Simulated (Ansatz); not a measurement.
# InAs (F-43m) in Ansatz: notebook

One crystal, InAs, is run at these levels: PBE; tasks: single point.

Program: Ansatz 0.2.0. These are calculated values, not measurements. Logs are shortened: lines on timing, memory, paths and dates and some standing lists are left out, and cuts for length are marked.

**Experimental background.**

A printed reference work, data compilation reports, for a bulk crystal of InAs at 4.2 K: band gap 0.418 eV (direct).

The results are compared with them further down.

### Step 1. The crystal as given

The structure is cubic, space group F-43m (No. 216). The conventional cell has a = 6.036 Å, b = 6.036 Å, c = 6.036 Å, α = 90.00°, β = 90.00°, γ = 90.00°. Around In (site symmetry -43m) lie 4 As at 2.61 Å. As (site symmetry -43m) has 4 In at 2.61 Å as nearest neighbours.

### Step 2. Single point, PBE

The input, input.yaml:

```yaml
crystal:
  lattice:
    - [0.0, 3.018, 3.018]
    - [3.018, 0.0, 3.018]
    - [3.018, 3.018, 0.0]
  atoms:
    - { symbol: In, position: [0.0, 0.0, 0.0] }
    - { symbol: As, position: [0.75, 0.75, 0.75] }
kpoints:
  mp_grid: { grid: [8, 8, 8] }
scf:
  occupations: { method: gaussian, width: 0.011 }
hamiltonian:
  xc: pbe
  pseudopotentials: { kind: all_electron, lapw: { basis_error: 0.001 } }
output:
  forces: true
  stress: true
  eigenvalues: true
```

Potentials or basis: all-electron LAPW, scalar-relativistic.

Started as:

```
> ansatz run input.yaml --threads 1 --pin off --max-ram 3072MiB --backend cpu --events-out ev --progress --plain --runs-dir out
```

Output:

```text
Warning: RAYON_NUM_THREADS=1 ignored (pool sized by the plan → 1); use --threads N
LAPW: plane waves up to 8.619 Å⁻¹, error target 1.0e-3 eV per atom; small_component_spin mean_spin; As in spheres of 1.266 Å, 23 of its electrons in bands, Dirac shells []; In in spheres of 1.348 Å, 21 of its electrons in bands, Dirac shells [] (how accurate: hamiltonian.pseudopotentials.lapw.basis_error, Limitations)
Engine: ansatz 0.2.0, aarch64-unknown-linux-gnu
Pseudopotentials: kind: all_electron
Pseudopotential: In, LAPW, valence charge 21, lapw/all_electron/scalar/gaussian/In, Koelling and Harmon's equation, gaussian nucleus
Pseudopotential: As, LAPW, valence charge 23, lapw/all_electron/scalar/gaussian/As, Koelling and Harmon's equation, gaussian nucleus
Functional definition: PBE
  parameter kappa = 0.804
  parameter beta = 0.06672455060314922
  exchange = pbe_x(kappa = kappa, mu = beta*pi^2/3)
  correlation = pbe_c(beta = beta)
Crystal: 2 atoms, lattice volume = 54.978 Å³
Basis set: ecut = 283.0201242672384 eV, 609 PW (Γ), exchange–correlation at level 2
Bands: 27, of which v1, the nominal top of the filled ones, is band 22 counted from 1 (21 counted from 0)
Symmetry: 24 space group operations
Space group: F-43m (ITA 216), of the structure as read, at distance tolerance 3.8e-5 Å
k-points: 29 of 512 (time reversal used)
Non-local potential: In, projectors of the file, none
Non-local potential: As, projectors of the file, none
Initial density: superposition of atomic densities (chi_scale 0.1, normalization cell, long waves kept (reshape's long-wave potential 0.00 eV rms))
Initial wavefunctions: plane waves of lowest kinetic energy (no species holds an atomic orbital)
Functional: x = pbe(κ = 0.804, μ = 0.2195149727645171), c = pbe(β = 0.06672455060314922)
iter 1 solved again at ethr=2.01e-3 eV; its pass at ethr=1.00e-1 eV (dr2=8.83e-1 eV) is discarded
SCF iter   1: F=—  HF=-221570.600789 eV  |F-HF|=—  |Δ(HF+E_count)|=         —  Δρ=2.93e-2  dr2=8.85e-1  ethr=2.01e-3  ⟨swp⟩=2.0  Hψ=4983  notcnv=0
preconditioner: auto → none  [insulator: Δε(μ)=0.159 eV  Ē_g=15.129 eV  σ=0.011 eV  W_gap=1.00  n_scr=14 (ndim 8)  ℏωp=21.2 eV  f_vac=0.128  D(μ)=0.00/eV (n_scr^D=0)  ε∞_Penn≈3.0]
iter 2 solved again at ethr=9.80e-5 eV; its pass at ethr=2.01e-3 eV (dr2=4.31e-2 eV) is discarded
SCF iter   2: F=—  HF=-221570.344758 eV  |F-HF|=—  |Δ(HF+E_count)|=   2.56e-1  Δρ=9.20e-3  dr2=4.31e-2  ethr=9.80e-5  ⟨swp⟩=2.0  Hψ=4104  notcnv=0
SCF iter   3: F=—  HF=-221570.329158 eV  |F-HF|=—  |Δ(HF+E_count)|=         —  Δρ=4.66e-3  dr2=1.27e-2  ethr=9.80e-5  ⟨swp⟩=2.0  Hψ=2332  notcnv=0
the basis was enlarged: its passes take 153.8 KiB over the memory plan, 1 of 1 planned eigensolver slots
SCF iter   4: F=—  HF=-221570.329297 eV  |F-HF|=—  |Δ(HF+E_count)|=   1.39e-4  Δρ=1.72e-3  dr2=1.87e-3  ethr=2.88e-5  ⟨swp⟩=2.2  Hψ=2330  notcnv=0
SCF iter   5: F=—  HF=-221570.329230 eV  |F-HF|=—  |Δ(HF+E_count)|=   6.67e-5  Δρ=3.15e-4  dr2=7.13e-5  ethr=4.26e-6  ⟨swp⟩=2.0  Hψ=2321  notcnv=0
SCF iter   6: F=—  HF=-221570.329266 eV  |F-HF|=—  |Δ(HF+E_count)|=   3.60e-5  Δρ=5.81e-5  dr2=1.63e-6  ethr=1.62e-7  ⟨swp⟩=3.0  Hψ=2265  notcnv=0
SCF iter   7: F=-221570.329270 eV  HF=-221570.329270 eV  |F-HF|=1.31e-7  |Δ(HF+E_count)|=   3.62e-6  Δρ=9.74e-6  dr2=5.72e-8  ethr=3.69e-9  ⟨swp⟩=3.0  Hψ=2302  notcnv=0
SCF 1 converged in 7 iterations: F = -221570.329270 eV  dr2 = 5.72e-8
SCF converged after 7 iterations
Free energy (F): -221570.329270 eV
Harris-Foulkes:  -221570.329270 eV  (|F-HF|=1.31e-7)
Internal energy: -221570.329237 eV  (E = F + TS)
E sigma→0 (E₀):  -221570.329253 eV
Entropy (-TS):   -0.000033 eV (-0.017 meV/atom)
Fermi energy:    9.747634 eV
--- Per-component energies (eV) ---
  E_band       = -1912.397776
  E_kinetic    = 230887.849288
  E_xc         = -6636.097039
  E_electrostatic = -445822.081486  (all electrons and nuclei)
  E_smearing   = -0.000033  (= −TS)
  E_closure    = 0.000000  (closes the sum)
  E_atoms      = -221562.685075  (free atoms, spherical and without spin; not in F)
  Σ components = -221570.329270   (vs F -221570.329270, Δ=0.00e0)
  Basis errors (estimates in eV, not in F): energy 4.4e-4 per atom: plane waves 4.0e-4 (2.4e-4 summed), levels above the bands 0.0e0, relativity 5.6e-8, radial functions 4.1e-5, core shells 4.0e-7; eigenvalues (radial functions only) 1.2e-6; not estimated: angular momenta, meshes, grids; target (lapw.basis_error) 1.0e-3; muffin-tin radii As 1.266 Å, In 1.348 Å
--- Forces (eV/Å), atoms counted from 1 ---
  atom   1  In     0.00000000    -0.00000000    -0.00000000
  atom   2  As    -0.00000000     0.00000000     0.00000000
  max |Σ_I F_I| component: 3.70e-17 eV/Å
--- Stress (GPa, compression-positive) ---
        4.303531       0.000000      -0.000000
        0.000000       4.303531       0.000000
       -0.000000       0.000000       4.303531
  P = ⅓ Tr σ = 4.3035 GPa (43.035 kbar)
--- Band table (eV; the first three rows and the last of 29) ---
  k-point 0: bands = ["-174.8222", "-118.1940", "-118.1940", "-118.1940", "-105.4607", "-63.9469", "-63.9469", "-63.9469", "-25.2398", "-25.2398", "-25.2398", "-25.2319", "-25.2319", "-4.6576", "-4.6576", "-4.6576", "-4.5297", "-4.5297", "-2.1538", "9.5751", "9.7443", "9.7443", "9.7443", "13.6654", "13.6654", "13.6654", "17.2850"]
  k-point 1: bands = ["-174.8222", "-118.1940", "-118.1940", "-118.1940", "-105.4607", "-63.9469", "-63.9469", "-63.9469", "-25.2398", "-25.2397", "-25.2397", "-25.2319", "-25.2319", "-4.6782", "-4.6516", "-4.6516", "-4.5299", "-4.5299", "-1.9907", "7.8653", "9.5510", "9.5510", "10.8649", "13.8207", "13.9473", "13.9473", "18.1182"]
  k-point 2: bands = ["-174.8222", "-118.1940", "-118.1940", "-118.1940", "-105.4607", "-63.9469", "-63.9469", "-63.9469", "-25.2398", "-25.2396", "-25.2396", "-25.2318", "-25.2318", "-4.7247", "-4.6387", "-4.6387", "-4.5286", "-4.5286", "-1.5444", "6.0418", "9.1701", "9.1701", "11.0080", "14.3824", "14.3824", "14.9268", "18.1288"]
  k-point 28: bands = ["-174.8222", "-118.1940", "-118.1940", "-118.1940", "-105.4607", "-63.9470", "-63.9469", "-63.9469", "-25.2397", "-25.2397", "-25.2393", "-25.2318", "-25.2316", "-4.8204", "-4.6061", "-4.5819", "-4.5455", "-4.5216", "-0.0710", "4.0358", "6.7754", "6.8574", "13.9835", "14.0427", "14.7670", "15.8394", "19.6164"]
```

It took 15 s on 1 thread of Arm Neoverse V1, shared host; peak memory 0.3 GiB.

What came out:

```
Free energy            : -221570.3293 eV
Pressure               : 4.3 GPa
Band gap on the k mesh : none (metal or under the smearing width)
```

Levels at points of the mesh, in eV from the Fermi level:
```tsv
k point	band 18	band 19	band 20	band 21	band 22	band 23	band 24	band 25	band 26	band 27
(0.00, 0.00, 0.00)	-14.28	-11.90	-0.17	0.00	0.00	0.00	3.92	3.92	3.92	7.54
(0.00, 0.00, -0.50)	-14.27	-10.42	-5.79	-1.00	-1.00	0.97	4.69	4.69	6.86	9.07
(0.00, -0.50, -0.50)	-14.25	-9.87	-5.86	-2.34	-2.34	1.54	2.07	9.22	9.32	9.32
```

Caveat: this crystal is a semiconductor, whose small gap the functional closes, so the metal is an error of the method.

### Step 3. Single point, PBE

input.yaml: that of step 2 with these lines changed.

```diff
@@ -11,3 +11,3 @@
 scf:
-  occupations: { method: gaussian, width: 0.011 }
+  occupations: { method: gaussian, width: 0.026 }
 hamiltonian:
```

Potentials or basis: all-electron LAPW, scalar-relativistic.

Started as:

```
> ansatz run input.yaml --threads 1 --pin off --max-ram 3072MiB --backend cpu --events-out ev --progress --plain --runs-dir out
```

Output:

```text
Warning: RAYON_NUM_THREADS=1 ignored (pool sized by the plan → 1); use --threads N
LAPW: plane waves up to 8.619 Å⁻¹, error target 1.0e-3 eV per atom; small_component_spin mean_spin; As in spheres of 1.266 Å, 23 of its electrons in bands, Dirac shells []; In in spheres of 1.348 Å, 21 of its electrons in bands, Dirac shells [] (how accurate: hamiltonian.pseudopotentials.lapw.basis_error, Limitations)
[... 9 set-up lines as earlier in the session ...]
Crystal: 2 atoms, lattice volume = 54.978 Å³
Basis set: ecut = 283.0201242672384 eV, 609 PW (Γ), exchange–correlation at level 2
Bands: 27, of which v1, the nominal top of the filled ones, is band 22 counted from 1 (21 counted from 0)
[... 2 set-up lines as earlier in the session ...]
k-points: 29 of 512 (time reversal used)
[... 5 set-up lines as earlier in the session ...]
iter 1 solved again at ethr=2.01e-3 eV; its pass at ethr=1.00e-1 eV (dr2=8.83e-1 eV) is discarded
SCF iter   1: F=—  HF=-221570.600789 eV  |F-HF|=—  |Δ(HF+E_count)|=         —  Δρ=2.93e-2  dr2=8.85e-1  ethr=2.01e-3  ⟨swp⟩=2.0  Hψ=4983  notcnv=0
preconditioner: auto → none  [insulator: Δε(μ)=0.159 eV  Ē_g=15.129 eV  σ=0.026 eV  W_gap=1.00  n_scr=14 (ndim 8)  ℏωp=21.2 eV  f_vac=0.128  D(μ)=0.00/eV (n_scr^D=0)  ε∞_Penn≈3.0]
iter 2 solved again at ethr=9.80e-5 eV; its pass at ethr=2.01e-3 eV (dr2=4.31e-2 eV) is discarded
SCF iter   2: F=—  HF=-221570.344803 eV  |F-HF|=—  |Δ(HF+E_count)|=   2.56e-1  Δρ=9.20e-3  dr2=4.31e-2  ethr=9.80e-5  ⟨swp⟩=2.0  Hψ=4075  notcnv=0
SCF iter   3: F=—  HF=-221570.329203 eV  |F-HF|=—  |Δ(HF+E_count)|=         —  Δρ=4.66e-3  dr2=1.27e-2  ethr=9.80e-5  ⟨swp⟩=2.0  Hψ=2331  notcnv=0
the basis was enlarged: its passes take 153.8 KiB over the memory plan, 1 of 1 planned eigensolver slots
SCF iter   4: F=—  HF=-221570.329342 eV  |F-HF|=—  |Δ(HF+E_count)|=   1.39e-4  Δρ=1.72e-3  dr2=1.87e-3  ethr=2.88e-5  ⟨swp⟩=2.0  Hψ=2309  notcnv=0
SCF iter   5: F=—  HF=-221570.329275 eV  |F-HF|=—  |Δ(HF+E_count)|=   6.67e-5  Δρ=3.15e-4  dr2=7.13e-5  ethr=4.26e-6  ⟨swp⟩=2.0  Hψ=2208  notcnv=0
SCF iter   6: F=—  HF=-221570.329311 eV  |F-HF|=—  |Δ(HF+E_count)|=   3.60e-5  Δρ=5.82e-5  dr2=1.63e-6  ethr=1.62e-7  ⟨swp⟩=3.0  Hψ=2256  notcnv=0
SCF iter   7: F=-221570.329315 eV  HF=-221570.329315 eV  |F-HF|=1.31e-7  |Δ(HF+E_count)|=   3.63e-6  Δρ=9.76e-6  dr2=5.73e-8  ethr=3.70e-9  ⟨swp⟩=3.0  Hψ=2302  notcnv=0
SCF 1 converged in 7 iterations: F = -221570.329315 eV  dr2 = 5.73e-8
SCF converged after 7 iterations
Free energy (F): -221570.329315 eV
Harris-Foulkes:  -221570.329315 eV  (|F-HF|=1.31e-7)
Internal energy: -221570.329237 eV  (E = F + TS)
E sigma→0 (E₀):  -221570.329276 eV
Entropy (-TS):   -0.000078 eV (-0.039 meV/atom)
Fermi energy:    9.752203 eV
--- Per-component energies (eV) ---
  E_band       = -1912.397721
  E_kinetic    = 230887.849281
  E_xc         = -6636.097036
  E_electrostatic = -445822.081481  (all electrons and nuclei)
  E_smearing   = -0.000078  (= −TS)
  E_closure    = 0.000000  (closes the sum)
  E_atoms      = -221562.685075  (free atoms, spherical and without spin; not in F)
  Σ components = -221570.329315   (vs F -221570.329315, Δ=0.00e0)
  Basis errors (estimates in eV, not in F): energy 4.4e-4 per atom: plane waves 4.0e-4 (2.4e-4 summed), levels above the bands 0.0e0, relativity 5.6e-8, radial functions 4.1e-5, core shells 4.0e-7; eigenvalues (radial functions only) 1.2e-6; not estimated: angular momenta, meshes, grids; target (lapw.basis_error) 1.0e-3; muffin-tin radii As 1.266 Å, In 1.348 Å
--- Forces (eV/Å), atoms counted from 1 ---
  atom   1  In     0.00000000    -0.00000000    -0.00000000
  atom   2  As    -0.00000000     0.00000000    -0.00000000
  max |Σ_I F_I| component: 2.31e-17 eV/Å
--- Stress (GPa, compression-positive) ---
        4.303534       0.000000      -0.000000
        0.000000       4.303534       0.000000
       -0.000000       0.000000       4.303534
  P = ⅓ Tr σ = 4.3035 GPa (43.035 kbar)
--- Band table (eV; the first three rows and the last of 29) ---
  k-point 0: bands = ["-174.8222", "-118.1940", "-118.1940", "-118.1940", "-105.4607", "-63.9469", "-63.9469", "-63.9469", "-25.2398", "-25.2398", "-25.2398", "-25.2319", "-25.2319", "-4.6576", "-4.6576", "-4.6576", "-4.5297", "-4.5297", "-2.1538", "9.5751", "9.7443", "9.7443", "9.7443", "13.6654", "13.6654", "13.6654", "17.2850"]
  k-point 1: bands = ["-174.8222", "-118.1940", "-118.1940", "-118.1940", "-105.4607", "-63.9469", "-63.9469", "-63.9469", "-25.2398", "-25.2397", "-25.2397", "-25.2319", "-25.2319", "-4.6782", "-4.6516", "-4.6516", "-4.5299", "-4.5299", "-1.9907", "7.8653", "9.5510", "9.5510", "10.8649", "13.8207", "13.9473", "13.9473", "18.1182"]
  k-point 2: bands = ["-174.8222", "-118.1940", "-118.1940", "-118.1940", "-105.4607", "-63.9469", "-63.9469", "-63.9469", "-25.2398", "-25.2396", "-25.2396", "-25.2318", "-25.2318", "-4.7247", "-4.6387", "-4.6387", "-4.5286", "-4.5286", "-1.5444", "6.0418", "9.1701", "9.1701", "11.0080", "14.3824", "14.3824", "14.9268", "18.1288"]
  k-point 28: bands = ["-174.8222", "-118.1940", "-118.1940", "-118.1940", "-105.4607", "-63.9470", "-63.9469", "-63.9469", "-25.2397", "-25.2397", "-25.2392", "-25.2318", "-25.2315", "-4.8204", "-4.6061", "-4.5819", "-4.5455", "-4.5216", "-0.0710", "4.0358", "6.7754", "6.8574", "13.9835", "14.0427", "14.7670", "15.8394", "19.6164"]
```

Run time: 16 s. Hardware: 1 thread of Arm Neoverse V1, shared host; peak memory 0.3 GiB.

What came out:

```yaml
Free_energy: -221570.3293 eV
Pressure: 4.3 GPa
Band_gap_on_the_k_mesh: none (metal or under the smearing width)
```

Levels at points of the mesh, in eV from the Fermi level:
| k point | band 18 | band 19 | band 20 | band 21 | band 22 | band 23 | band 24 | band 25 | band 26 | band 27 |
| --- | --- | --- | --- | --- | --- | --- | --- | --- | --- | --- |
| (0.00, 0.00, 0.00) | -14.28 | -11.91 | -0.18 | -0.01 | -0.01 | -0.01 | 3.91 | 3.91 | 3.91 | 7.53 |
| (0.00, 0.00, -0.50) | -14.27 | -10.42 | -5.79 | -1.00 | -1.00 | 0.96 | 4.68 | 4.68 | 6.86 | 9.06 |
| (0.00, -0.50, -0.50) | -14.26 | -9.88 | -5.86 | -2.34 | -2.34 | 1.54 | 2.06 | 9.21 | 9.31 | 9.31 |

Caveat: this crystal is a semiconductor, whose small gap the functional closes, so the metal is an error of the method.

### Step 4. Against experiment

Step 2. Measured gap of InAs: 0.418 eV (direct; 4.2 K; a printed reference work, data compilation). This calculation gives 0.00 eV (-0.42 eV). Spin-orbit coupling on As, In is left out. The value is that of PBE on a finite k mesh, which can miss the band edges, without temperature or zero-point motion. Semilocal functionals fall short of measured gaps as a rule.

Step 3. Measured gap of InAs: 0.418 eV (direct; 4.2 K; a printed reference work, data compilation). This calculation gives 0.00 eV (-0.42 eV). Spin-orbit coupling on As, In is left out. The value is that of PBE on a finite k mesh, which can miss the band edges, without temperature or zero-point motion. Semilocal functionals fall short of measured gaps as a rule.
